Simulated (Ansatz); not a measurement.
NbN under strain: Field gradients at the nuclei

The cell is a structure deposited in the COD, relaxed with PBE at fixed cell and then changed (z stretched by 1 %, ions relaxed).

```
CELL_PARAMETERS angstrom
0.00000 2.19450 2.21645
2.19450 0.00000 2.21645
2.19450 2.19450 0.00000
ATOMIC_POSITIONS crystal
Nb 0.50000 0.50000 0.50000
N 0.00000 0.00000 0.00000
```

Sites (sets of like atoms) are named by element and the number of their first atom in this list.

All values are calculated (Ansatz; DFT, PBE, plane waves and PAW, scalar-relativistic, collinear spin, 420 eV cutoff, Γ-centred 18×18×18 k-points, Fermi–Dirac smearing 0.05 eV), not measured. Start moments as typed (μB): 2 on each Nb, none on the rest.

V_zz is the principal component of the electric field gradient with the largest magnitude, η = (V_xx − V_yy)/V_zz and C_Q = eQV_zz/h. Directions are in the Cartesian axes of the cell vectors above, for the atom listed; none is given where the gradient is under 0.02 or η is above 0.95.

Problem. What field gradients does the calculation give at each kind of site?

Solution. 

```
site  first atom          first shell  V_zz (10²¹ V/m²)     η  direction of V_zz (x, y, z)
  Nb           1   6 N at 2.19–2.22 Å              1.74  0.00               0.00 0.00 1.00
   N           2  6 Nb at 2.19–2.22 Å              0.37  0.00               0.00 0.00 1.00
```

An axis of threefold or higher order runs through Nb and N, so V_zz lies along it and η is zero.

The run finds no gap above 0.1 eV (a metal, or nearly one), so the gradients can move by 10 % or more with the k-mesh. Without spin–orbit coupling (the program notes it for Nb) the gradients can shift somewhat, as the gap is small. The start moments die out, and the run ends without spin.
